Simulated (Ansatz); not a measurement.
## Ge₃N₄ — field gradients at the nuclei

The cell is an entry of the Crystallography Open Database (COD), whose atoms a relaxation with PBE at fixed cell left in place.

Space group Fd-3m:1 (No. 227); a = 8.3091 Å.

```csv
site,Wyckoff,site symmetry,x,y,z
Ge1,16d,.-3m,0.1250,0.1250,0.6250
Ge5,8a,-43m,0.5000,0.5000,0.0000
N,32e,.3m,0.8832,0.8832,0.3832
```

One atom of each set is listed; the run and its k-mesh use a cell of 14 atoms with edges of 5.88, 5.88, 5.88 Å.

Level of theory: DFT, PBE, plane waves and PAW (field gradients read without the response of the frozen cores, which leaves them typically 4 to 6 % off), scalar-relativistic, 420 eV cutoff, Γ-centred 6×6×6 k-points, Fermi–Dirac smearing 0.02 eV (Ansatz 0.2.0).

C_Q = eQV_zz/h, which is 24.18 MHz for Q = 1 b and V_zz = 10²¹ V/m²; η = (V_xx − V_yy)/V_zz.

⁷³Ge: I = 9/2, Q = -196.0 mb; ¹⁴N: I = 1, Q = 20.44 mb. Nuclear quadrupole moments: year-2017 set (Pyykkö).

| site | atoms | first shell | V_zz (10²¹ V/m²) | η | C_Q (MHz) |
| --- | --- | --- | --- | --- | --- |
| Ge1 | 4 | 6 N at 2.01 Å | -0.85 | 0.00 | 4.04 |
| Ge5 | 2 | 4 N at 1.92 Å | 0.00 | – | 0 |
| N | 8 | 4 Ge at 1.92–2.01 Å | 4.37 | 0.00 | 2.16 |

An axis of threefold or higher order runs through Ge1 and N, so V_zz lies along it and η is zero. Ge5 sits on a cubic site, where every gradient vanishes.
